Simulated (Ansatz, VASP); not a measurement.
**CdS in VASP and in Ansatz**

Contents of INCAR:

```
PREC = Accurate ; ENCUT = 520
EDIFF = 1E-6 ; ISMEAR = 0
SIGMA = 0.05 ; LREAL = False
LASPH = True ; NELM = 60
ALGO = Normal ; ISIF = 2
LWAVE = False ; LCHARG = False
GGA = RE ; IVDW = 13
NBANDS = 16
```

File KPOINTS:

```
regular mesh
0
Gamma
  8 8 8
```

Contents of POSCAR:

```
CdS
1.0
    0.0000000000      2.9229651267      2.9229651267
    2.9229651267      0.0000000000      2.9229651267
    2.9229651267      2.9229651267      0.0000000000
Cd S
1 1
Direct
    0.0000000000      0.0000000000      0.0000000000
    0.7500000000      0.7500000000      0.7500000000
```

Input for Ansatz:

```yaml
crystal:
  lattice:
    - [0.0, 2.9229651267, 2.9229651267]
    - [2.9229651267, 0.0, 2.9229651267]
    - [2.9229651267, 2.9229651267, 0.0]
  atoms:
    - { symbol: Cd, position: [0.0, 0.0, 0.0] }
    - { symbol: S, position: [0.75, 0.75, 0.75] }
basis:
  ecutwfc: 420
  ecutrho_ratio: 4
kpoints:
  mp_grid: { grid: [8, 8, 8] }
hamiltonian:
  xc: revpbe
  dispersion: d4
scf:
  occupations: { method: gaussian, width: 0.05 }
output:
  forces: true
  stress: true
  eigenvalues: true
```

Alike in both runs: task single point; functional revPBE; dispersion D4; k mesh 8 × 8 × 8; occupations gaussian, width 0.05 eV; no spin polarisation.

|  | VASP | Ansatz |
| --- | --- | --- |
| version | VASP 6.6.1 | Ansatz 0.2.0 |
| potentials or method | VASP PAW PBE potentials, release 64 (Cd, S) | scalar-relativistic, plane waves, PAW |
| plane-wave cutoff (eV) | 520 | 420 |
| valence electrons in the cell | 18 | 26 |

```csv
,VASP,Ansatz,Ansatz less VASP
gap on the k mesh at the Fermi level (eV),1.27,1.27,-0.003
least direct gap on the mesh (eV),1.27,1.27,-0.003
pressure (GPa),0.3,0.0,-0.34
dispersion energy (meV/atom),-540.8,-541.0,-0.15
```

The two sets of potentials don't hold the same shells in valence.

Caveats: the PAW data sets were made with another functional, which shifts forces and pressure a little (VASP).
